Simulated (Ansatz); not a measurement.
Runs of Ansatz 0.2.0 on ZrB2. It takes space group P6/mmm (No. 191, hexagonal). Conventional cell: a = 3.170 Å, b = 3.170 Å, c = 3.533 Å, α = 90.00°, β = 90.00°, γ = 120.00°. Around Zr (site symmetry 6/mmm) lie 12 B at 2.54 Å. Around B (site symmetry -6m2) lie 3 B at 1.83 Å. 

```tsv
task	level	U	k mesh	cutoff (eV)	smearing	hubbard projectors	double counting	gap on the mesh (eV)	pressure (GPa)
density of states	r2SCAN+D4+U	Zr d U = 7 eV	10 × 10 × 8	500	gaussian 0.05 eV	ortho-atomic (the default)	fll (the default)	none	(a)
single point	LDA	-	10 × 10 × 8	420	gaussian 0.1 eV	-	-	none	-8.8
phonons	PBEsol	-	7 × 7 × 6	420	fermi-dirac 0.05 eV	-	-	none	-
single point	PBEsol	-	10 × 10 × 8	420	gaussian 0.02 eV	-	-	none	-4.1
```

Alike in all rows: potentials or basis Ansatz PAW; no spin polarisation; cell as given.

Fill in the values left out.

(a) 5.9.

Caveats: the PAW data sets come from PBE, with cores solved anew for the run's functional, which leaves a small shift of forces and pressure; U without spin polarisation on a metal has little footing (some runs); pairwise dispersion overbinds metals, which lowers pressure and volume (some runs); the U is typed as a test and isn't derived for this compound (some runs).

A k mesh can miss the band edges, and the runs leave out spin-orbit coupling on Zr.

A gap of «none» marks a metal or a gap under the smearing width.

Runs at the PBE level aren't shown here.
